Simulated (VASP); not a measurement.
The system is Fe.

```
CELL_PARAMETERS angstrom
-1.44300 1.44300 1.44300
1.44300 -1.44300 1.44300
1.44300 1.44300 -1.44300
ATOMIC_POSITIONS crystal
Fe 0.00000 0.00000 0.00000
```

Program: VASP 6.6.1. Alike in all runs: spin collinear, ferromagnetic start; cell as given; k mesh 13 × 13 × 13; cutoff (eV) 520.

Question: Order these runs on this cell by their pressure, lowest first.
A. level PBEsol; potentials or basis VASP PAW PBE potentials, release 54 (Fe); smearing gaussian 0.1 eV
B. level PBE; potentials or basis VASP PAW PBE potentials, release 64 (Fe); smearing fermi-dirac 0.05 eV
C. level PBEsol+rVV10+U; potentials or basis VASP PAW PBE potentials, release 64 (Fe); U Fe d U = 3.5 eV; smearing gaussian 0.01 eV

Answer: A (-17.6 GPa), B (-9.1 GPa), C (0.5 GPa).

Caveats: so large a pressure means that the cell lies far from this level's equilibrium, or that cutoff or potentials fall short (some runs); the potentials were made for another functional, which shifts forces and pressure (some runs); the PAW data sets were made with another functional, which shifts forces and pressure a little (some runs); the U is typed as a test and isn't derived for this compound (some runs).
